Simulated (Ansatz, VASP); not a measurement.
## Fe in VASP and in Ansatz

File INCAR:

```
SYSTEM = Fe
ALGO     = Normal         ! electronic algorithm
EDIFF    = 1E-6           ! SCF threshold, eV
ENCUT    = 520            ! plane-wave cutoff, eV
GGA      = PS             ! functional
ISIF     = 2              ! what is computed and relaxed
ISMEAR   = -1             ! smearing method
ISPIN    = 2              ! spin polarisation
LASPH    = .TRUE.         ! aspherical terms in the spheres
LCHARG   = .TRUE.         ! write CHGCAR
LELF     = .TRUE.         ! ELF
LMAXMIX  = 4              ! l up to which the mixer works
LORBIT   = 11             ! projections on sites
LREAL    = .FALSE.        ! projectors in reciprocal space
LVHAR    = .TRUE.       
LWAVE    = .FALSE.        ! write WAVECAR
MAGMOM   = 3              ! initial moments
NBANDS   = 14             ! bands
NELM     = 150            ! most SCF steps
PREC     = Accurate       ! precision mode
SIGMA    = 0.05           ! smearing width, eV
```

KPOINTS

```
k-points
0
G
  11 11 11
  0 0 0
```

Contents of POSCAR:

```
Fe
1.0
   -1.3852800000      1.3852800000      1.4430000000
    1.3852800000     -1.3852800000      1.4430000000
    1.3852800000      1.3852800000     -1.4430000000
Fe
1
Direct
    0.0000000000      0.0000000000      0.0000000000
```

File input.yaml:

```yaml
crystal:
  lattice:
    - [-1.38528, 1.38528, 1.443]
    - [1.38528, -1.38528, 1.443]
    - [1.38528, 1.38528, -1.443]
  atoms:
    - { symbol: Fe, position: [0.0, 0.0, 0.0], spin: 3.0 }
hamiltonian:
  xc: pbesol
  pseudopotentials: { kind: paw }
magnetization:
  spin_polarized: true
kpoints:
  mp_grid: { grid: [11, 11, 11] }
scf:
  occupations: { method: fermi_dirac, width: 0.05 }
output:
  forces: true
  stress: true
  eigenvalues: true
  write_density: true
  write_potential: true
  elf: true
  volumetric_format: npy
```

Alike in both runs: task single point; functional PBEsol; k mesh 11 × 11 × 11; occupations fermi-dirac, width 0.05 eV; collinear spin.

|  | VASP | Ansatz |
| --- | --- | --- |
| version | VASP 6.6.1 | Ansatz 0.2.0 |
| potentials or method | VASP PAW PBE potentials, release 64 (Fe) | Ansatz PAW |
| plane-wave cutoff (eV) | 520 | 420 |
| valence electrons in the cell | 8 | 16 |

VASP gave:

| Item | Value |
| --- | --- |
| gap on the k mesh at the Fermi level (eV) | none |
| pressure (GPa) | -3.3 |
| largest component of the traceless stress (GPa) | 3.30 |
| net moment per atom (μB) | 2.21 |
| size of the moment on the site where the two differ most (μB) | 2.19 |

What did Ansatz give for the same quantities?

gap on the k mesh at the Fermi level (eV): none; pressure (GPa): -3.4; largest component of the traceless stress (GPa): 3.16; net moment per atom (μB): 2.20; size of the moment on the site where the two differ most (μB): 2.23.

Site moments also hang on the region over which each program counts them. A gap of «none» marks a metal or a gap that the smearing closes. The two sets of potentials don't hold the same shells in valence.

Caveats: the PAW data sets were made with another functional, which shifts forces and pressure a little (VASP); the PAW data sets come from PBE, with cores solved anew for the run's functional, which leaves a small shift of forces and pressure (Ansatz).
